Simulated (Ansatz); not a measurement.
**Ru: frozen-core PAW against all-electron methods**

```
Ru
1.0
     2.70580    0.01353    0.01353
    -1.34118    2.33653    0.00495
     0.02141    0.02141    4.28190
Ru
2
Direct
  0.33333 0.66667 0.25000
  0.66667 0.33333 0.75000
```

Atom numbers follow the list: Ru1, Ru2.

The cell comes from COD entry 9017842, which wasn't checked; take it as a given geometry. The listed cell was then made from it by scaling, straining or moving an atom.

Methods: DFT, PBEsol, PAW with Ansatz's default frozen-core files, scalar-relativistic (Ansatz 0.2.0); DFT, PBEsol, all-electron LAPW, scalar-relativistic (Ansatz 0.2.0).

For PAW: a Γ-centred 14×14×8 k mesh, Fermi–Dirac smearing of 0.03 eV, cutoff 420 eV, no spin polarisation; the PAW files were made with PBE, and the program remakes their frozen cores for this functional. LAPW targets a basis error of 1 meV/atom. The Ansatz runs share mesh, smearing and spin set-up. Plane-wave (PAW) pressures include the program's estimate of the Pulay term.

Stress and pressure are positive in compression.

The change that made this cell: equal xy, yz and zx engineering shear strains of +1 %.

PAW results:

```tsv
quantity	PAW
pressure (GPa)	-6.16
stress xx (GPa)	-5.47
stress zz (GPa)	-7.52
stress yz (GPa)	-1.94
stress xz (GPa)	-1.93
stress xy (GPa)	-1.92
force on Ru1, x (eV/Å)	-0.040
```

Q: What does all-electron LAPW give for the same quantities?

A: 
| quantity | LAPW |
| --- | --- |
| pressure (GPa) | -6.18 |
| stress xx (GPa) | -5.49 |
| stress zz (GPa) | -7.56 |
| stress yz (GPa) | -1.94 |
| stress xz (GPa) | -1.93 |
| stress xy (GPa) | -1.92 |
| force on Ru1, x (eV/Å) | -0.040 |
